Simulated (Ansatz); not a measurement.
## Ta: strain energy, fitted

Ta, Im-3m, a = 3.319 Å. Ansatz: PBE, PAW, 420 eV, Γ-centred 16×16×16 mesh on 2 atoms, Gaussian smearing 0.10 eV; no spin polarisation. Series: strain along c alone, the other axes held, atoms fixed by symmetry; x is the strain in per cent. y is the free energy over the unstrained cell, V0 = 18.282 Å³/atom.

| x (%) | y (meV/atom) |
| --- | --- |
| -6.0 | ? |
| -4.0 | 26.43 |
| -2.0 | 6.37 |
| 0.0 | 0.00 |
| 2.0 | 5.44 |
| 4.0 | 21.39 |
| 6.0 | 46.88 |

Fit y = c2 x² + c3 x³ to the other rows, turn c2 into a modulus, and predict the missing energy.

Least squares on the rows shown. y = 1.5057 x² − 0.034788 x³. In eV per unit strain² c2 is 15.06; this is C33 with relaxed ions (E = ½ C33 V0 ε²): 2 × 15.06 × 160.2 / (18.282) = 264 GPa. The unstrained cell keeps some stress along the strain, worth a slope of -0.10 meV/atom per %, which the form leaves out. At x = -6.0 the fit asked for gives 61.72 meV/atom. The run gave 61.30 meV/atom, so the fit is 0.42 meV/atom too high, within twice the rms miss on the fitted rows (0.27 meV/atom).

Spin–orbit coupling is left out, which can shift energies with elements as heavy as these.